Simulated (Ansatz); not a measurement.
# Se (simple hexagonal type): how the settings move a relaxation

Question: which choices in the input matter for Se (simple hexagonal type)?

Method: reference: DFT, PBE, PAW with Ansatz's default frozen-core files, scalar-relativistic, in Ansatz 0.2.0.

1 further run of the same task is left out (it didn't finish).

## Step 1: The starting structure

The structure is hexagonal, space group P6/mmm (No. 191). The conventional cell has a = 2.994 Å, b = 2.994 Å, c = 2.814 Å, α = 90.00°, β = 90.00°, γ = 120.00°. Se (site symmetry 6/mmm) is surrounded by 8 Se at 2.81 to 2.99 Å.

Structure file:

```xyz
1
Lattice="2.9936 0.0000 0.0000 -1.4968 2.5926 0.0000 0.0000 0.0000 2.8140" Properties=species:S:1:pos:R:3 pbc="T T T"
Se    0.0000    0.0000    0.0000
```

## Step 2: Baseline

Input file input.yaml:

```yaml
crystal:
  lattice:
    - [2.9936294983, 0.0, 0.0]
    - [-1.4968147491, 2.592559195, 0.0]
    - [0.0, 0.0, 2.8140117284]
  atoms:
    - { symbol: Se, position: [0.0, 0.0, 0.0] }
kpoints:
  mp_grid: { grid: [16, 16, 15] }
scf:
  occupations: { method: fermi_dirac, width: 0.1 }
hamiltonian:
  xc: pbe
  pseudopotentials: { kind: paw }
output:
  forces: true
  stress: true
relax:
  f_tol: 0.005
  max_steps: 40
  cell: {}
```

Started as:

```bash
$ ansatz run input.yaml --threads 1 --pin off --max-ram 2048MiB --backend cpu --events-out ev --progress --plain --runs-dir out
```

## Step 3: Changing settings: starting moments, f_tol 0.02, max_displacement 0.5, spin_polarized true

input.yaml, as its differences from that of step 2:

```diff
@@ -6,3 +6,3 @@
   atoms:
-    - { symbol: Se, position: [0.0, 0.0, 0.0] }
+    - { symbol: Se, position: [0.0, 0.0, 0.0], spin: 0.2 }
 kpoints:
@@ -18,4 +18,7 @@
 relax:
-  f_tol: 0.005
+  f_tol: 0.02
   max_steps: 40
   cell: {}
+  max_displacement: 0.5
+magnetization:
+  spin_polarized: true
```

**Question.** What will these runs give? Wanted: for each run, ending; energy change; pressure; gap; force.

**Answer**, as computed:

```csv
run,ending,energy change,pressure (GPa),gap (eV),force (eV/Å),cycles,time
reference,converged,0,0.0,0.00,0.00,41,27 s
"1: starting moments, f_tol 0.02, max_displacement 0.5, spin_polarized true",converged,0.0 meV/atom,0.0,0.00,0.00,71,82 s
```

What this shows: With the changed spin polarisation, convergence setting and walk settings the energy stays within 0.5 meV/atom: no moment survives, so both runs end on the same non-magnetic state. Semilocal functionals close small gaps, so the missing gap need not be the real solid's.
